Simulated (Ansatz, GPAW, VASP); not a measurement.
## One calculation of Al, 4 ways

```xyz
1
Lattice="-1.5912 1.5912 1.5912 1.5912 -1.5912 1.5912 1.5912 1.5912 -1.5912" Properties=species:S:1:pos:R:3 pbc="T T T"
Al    0.0000    0.0000    0.0000
```

This isn't the form of Al at room conditions, which is fcc.

Alike in all runs: task single point; functional LDA; k mesh 12 × 12 × 12; occupations gaussian, width 0.02 eV; no spin polarisation; no spin-orbit coupling. LDA stands for any of its common fits. Pressure is positive in compression and, in plane waves, holds the error of the finite cutoff, which Ansatz's Pulay term estimates and takes out.

```json
{"program and potentials": "Ansatz, Ansatz PAW", "plane-wave cutoff (eV)": "420", "notes": "potentials made for PBE, which Ansatz adapts in part; Pulay term of +0.06 GPa included", "band gap (eV)": "no gap", "pressure (GPa)": "0.48"}
{"program and potentials": "VASP, LDA PAW files Al, 520 eV", "plane-wave cutoff (eV)": "520", "notes": "-", "band gap (eV)": "no gap", "pressure (GPa)": "0.56"}
{"program and potentials": "GPAW, the program's PAW data sets (release 1.2.1) made for this functional", "plane-wave cutoff (eV)": "600", "notes": "-", "band gap (eV)": "no gap", "pressure (GPa)": "0.67"}
{"program and potentials": "Ansatz, all-electron LAPW, scalar-relativistic", "plane-wave cutoff (eV)": "-", "notes": "-", "band gap (eV)": "no gap", "pressure (GPa)": "0.50"}
```

None finds a gap. The pressure spans 0.48 (Ansatz, Ansatz PAW) to 0.67 GPa (GPAW, the program's PAW data sets (release 1.2.1) made for this functional), with all-electron results at 0.50.

The functional is the same throughout but for its coding, so the spread measures potentials, basis and numerics; runs on potential files found faulty are left out.
